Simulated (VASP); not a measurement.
Write the native input for VASP 6.6.1 that does the following.

| Property | Result |
| --- | --- |
| Task | work function |
| Functional | PBE |
| Potentials or basis | VASP PAW PBE potentials, release 64 (Cs_sv) |
| Cutoff | 520 eV |
| k mesh | 5 × 4 × 1 |
| Occupations | fermi-dirac, width 0.05 eV |
| Spin | no spin polarisation |
| Dipole correction | yes |
| Further INCAR settings | ALGO = Normal; EDIFF = 1e-06; EFIELD = -0.1 |

The structure of Cs lies in POSCAR:

```
Cs
1.0
    5.5837899523      0.0000000000      0.0000000000
    0.0000000000      7.8966714800      0.0000000000
    0.0000000000      0.0000000000     23.3756849285
Cs
4
Direct
    0.5000000000      0.5000000000      0.3208462136
    0.0000000000      0.0000000000      0.4402820712
    0.5000000000      0.5000000000      0.5597179288
    0.0000000000      0.0000000000      0.6791537864
```

The slab is cut from a database's or a generator's crystal, which needn't be the stable form of the element.

These files were run (other wordings do the same):

INCAR

```
  PREC = Accurate
  ENCUT = 520
  EDIFF = 1E-6
  ISMEAR = -1
  SIGMA = 0.05
  LREAL = False
  LASPH = True
  NELM = 100
  ALGO = Normal
  ISIF = 2
  LWAVE = False
  LCHARG = False
  LDIPOL = True
  IDIPOL = 3
  DIPOL = 0.5 0.5 0.500
  GGA = PE
  EFIELD = -0.1
  LVHAR = True
  LVACPOTAV = True
```

KPOINTS

```
regular mesh
0
Gamma
  5 4 1
```

Potentials or basis: VASP PAW PBE potentials, release 64 (Cs_sv).

The run is started by

```bash
$ cat potpaw_PBE.64/Cs_sv/POTCAR > POTCAR
$ mpirun -np 1 vasp_std > vasp.out
```

It gave:

```
Largest force          : 0.029 eV/Å
Band gap on the k mesh : none (metal or under the smearing width)
```

Wall time 5 min on 1 thread of Intel(R) Xeon(R) Platinum 8559C (Emerald Rapids), on a shared host, peak memory 0.91 GiB.
